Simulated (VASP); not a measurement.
# VASP 6.6.1 run: BaTiO3

INCAR

```
GGA = PE
LASPH = .TRUE.
PREC = Accurate
NELM = 120
LCHARG = .FALSE.
ISMEAR = -1
LREAL = Auto
ISIF = 2
SIGMA = 0.02
ENCUT = 520
EDIFF = 1E-7
LWAVE = .FALSE.
IBRION = -1
NSW = 0
NBANDS = 28
```

KPOINTS

```
KPOINTS created by Atomic Simulation Environment
0
Gamma
6 6 6
0 0 0
```

POSCAR

```
Ba Ti O
 1.0000000000000000
     4.0739784508000003    0.0000000000000000    0.0000000000000000
     0.0000000000000000    4.0739784508000003    0.0000000000000000
     0.0000000000000000    0.0000000000000000    4.0739784508000003
 Ba  Ti  O
   1   1   3
Cartesian
  0.0000000000000000  0.0000000000000000  0.0000000000000000
  2.0369892254000002  2.0369892254000002  2.0369892254000002
  2.0369892254000002  2.0369892254000002  0.0000000000000000
  2.0369892254000002  0.0000000000000000  2.0369892254000002
  0.0000000000000000  2.0369892254000002  2.0369892254000002
```

The recommended PBE PAW datasets give the neutral cell 40 valence electrons.

Command

```
mpirun -np 1 vasp_std
```

Q: Predict the outcome of this run.

A: It converged. Results: gap between bands v and c on the k mesh 1.64 eV; least direct gap on the k mesh 1.83 eV; pressure -4.6 GPa. Band v is the last that the valence electrons fill when counted band by band, and c is the next.

OSZICAR

```
N       E                     dE             d eps       ncg     rms          rms(c)
DAV:   1     0.427065001648E+03    0.42707E+03   -0.20893E+04  1120   0.153E+03
DAV:   2    -0.573385866469E+01   -0.43280E+03   -0.41300E+03  1252   0.420E+02
DAV:   3    -0.490555459043E+02   -0.43322E+02   -0.42956E+02  1560   0.133E+02
DAV:   4    -0.511450432622E+02   -0.20895E+01   -0.20852E+01  1708   0.248E+01
DAV:   5    -0.512094626472E+02   -0.64419E-01   -0.64407E-01  1500   0.312E+00    0.219E+01
DAV:   6    -0.403213279879E+02    0.10888E+02   -0.59310E+01  1584   0.636E+01    0.101E+01
DAV:   7    -0.401921079668E+02    0.12922E+00   -0.11112E+01  1504   0.239E+01    0.624E+00
DAV:   8    -0.399957266296E+02    0.19638E+00   -0.57978E-01  1368   0.610E+00    0.376E+00
DAV:   9    -0.400164172523E+02   -0.20691E-01   -0.65487E-01  1568   0.713E+00    0.219E+00
DAV:  10    -0.399659117529E+02    0.50505E-01   -0.29100E-01  1364   0.485E+00    0.615E-01
DAV:  11    -0.399605945805E+02    0.53172E-02   -0.35287E-02  1284   0.116E+00    0.343E-01
DAV:  12    -0.399600254374E+02    0.56914E-03   -0.82425E-03  1336   0.848E-01    0.152E-01
DAV:  13    -0.399596852671E+02    0.34017E-03   -0.90940E-04  1384   0.280E-01    0.579E-02
DAV:  14    -0.399596421056E+02    0.43162E-04   -0.10870E-04  1680   0.919E-02    0.119E-02
DAV:  15    -0.399596427858E+02   -0.68018E-06   -0.11882E-05  1488   0.257E-02    0.366E-03
DAV:  16    -0.399596433017E+02   -0.51590E-06   -0.18854E-06  1556   0.119E-02    0.538E-03
DAV:  17    -0.399596431231E+02    0.17852E-06   -0.17953E-07  1016   0.381E-03    0.445E-03
DAV:  18    -0.399596427246E+02    0.39852E-06   -0.83760E-07  1436   0.644E-03    0.155E-03
DAV:  19    -0.399596427454E+02   -0.20765E-07   -0.44995E-08   704   0.168E-03
   1 F= -.39959643E+02 E0= -.39959643E+02  d E =-.200189E-10
```

For comparison, a separate PBE run of the intended cell, on usual settings and not on those above, gives a gap of 1.64 eV on its mesh and a pressure of -4.6 GPa.
